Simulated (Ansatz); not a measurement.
InP: from a guess to a relaxed structure

Method: DFT PBE, scalar-relativistic, plane waves, PAW in Ansatz 0.2.0. Cutoff 420 eV, Gaussian smearing, Γ-centred meshes. Cell and atoms relax first on a coarse mesh and then on a finer one. In between, the cell is made exact in the group found at 0.06 Å. In metals the finer mesh still leaves noise of several meV/atom or more. The steps can't lower the symmetry of their start. No spin polarisation.

The cell of InP is invented: random cell by space group and Wyckoff sites (P4mm, No. 99). The dimensions are guesses.

```xyz
2
Lattice="4.1564 0.0000 0.0000 0.0000 4.1564 0.0000 0.0000 0.0000 2.6538" Properties=species:S:1:pos:R:3 pbc="T T T"
In    2.0782    2.0782    1.3816
P     0.0000    0.0000    2.4433
```

The zero of energy is the elements' standard structures at the same level; no fitted shifts are applied. The references include black phosphorus.

Task: Which structure results?

Result: The symmetry goes from P4mm (No. 99) to P4/mmm (No. 123). The volume per atom shrinks by 4.9 %, from 22.9 to 21.8 Å³. The shortest distance goes from 2.65 Å (In–In and P–P) to 2.75 Å (In–P). The energy falls by about 0.19 eV/atom (the start's value is from the coarse mesh). The end is written in a standard setting, so origin, axes and order of atoms can differ from the start's. Conventional cell: a = 3.889 Å, c = 2.881 Å. In is surrounded by 4 P at 2.75 Å and 2 In at 2.88 Å; P is surrounded by 4 In at 2.75 Å and 2 P at 2.88 Å.

```
In P
1.0
     3.88918    0.00000    0.00000
     0.00000    3.88918    0.00000
     0.00000    0.00000    2.88124
In P
1 1
Direct
  0.50000 0.50000 0.50000
  0.00000 0.00000 0.50000
```

Task: Give its energy and gap.

Result: The formation energy is +0.23 eV/atom. The gap on the 14×14×20 mesh of the 2-atom cell is 0 eV (a metal).

The separate elements lie lower, so it is unstable against them.

The last run used Gaussian smearing of 0.10 eV. The reference form of P is held partly by dispersion forces, which this level lacks. A structure relaxed within its symmetry needn't be a true minimum. In all, the 3 runs took 93 s on 1 thread of Arm Neoverse V1, with other jobs on the host. Another cell of InP relaxed alike, in P6_3/mmc, lies 125 meV/atom lower, so this cell isn't the stable form at this level.
